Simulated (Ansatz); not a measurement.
## PbF2 (Fluorocronite) in Ansatz: the effect of functional

Crystal: PbF2 (Fluorocronite).

```
CELL_PARAMETERS angstrom
0.00000 3.00266 3.00266
3.00266 0.00000 3.00266
3.00266 3.00266 0.00000
ATOMIC_POSITIONS crystal
Pb 0.00000 0.00000 0.00000
F 0.75000 0.75000 0.75000
F 0.25000 0.25000 0.25000
```

The cell isn't the ideal one: volume scaled by 1.04.

Alike in all runs:

- Program: Ansatz 0.2.0
- Task: single point
- Potentials or basis: Ansatz PAW
- k mesh: 8 × 8 × 8
- Occupations: fermi-dirac, width 0.05 eV
- Spin: no spin polarisation

```tsv
functional	cutoff	gap on the mesh (eV)	pressure (GPa)
LDA	420 eV (not typed: the program's choice for these potentials)	4.26	-6.8
r2SCAN	500 eV (not typed: the program's choice for these potentials)	?	?
PBE	420 eV (not typed: the program's choice for these potentials)	4.42	-0.1
```

Question: What does the run with functional r2SCAN give?

Answer: gap on the mesh 4.94 eV; pressure -3.0 GPa.

Caveats: spin-orbit coupling is left out, which as a rule narrows the gap of such compounds by several tenths of an eV; the PAW data sets come from PBE, with cores solved anew for the run's functional, which leaves a small shift of forces and pressure (some runs).

A k mesh can miss the band edges.
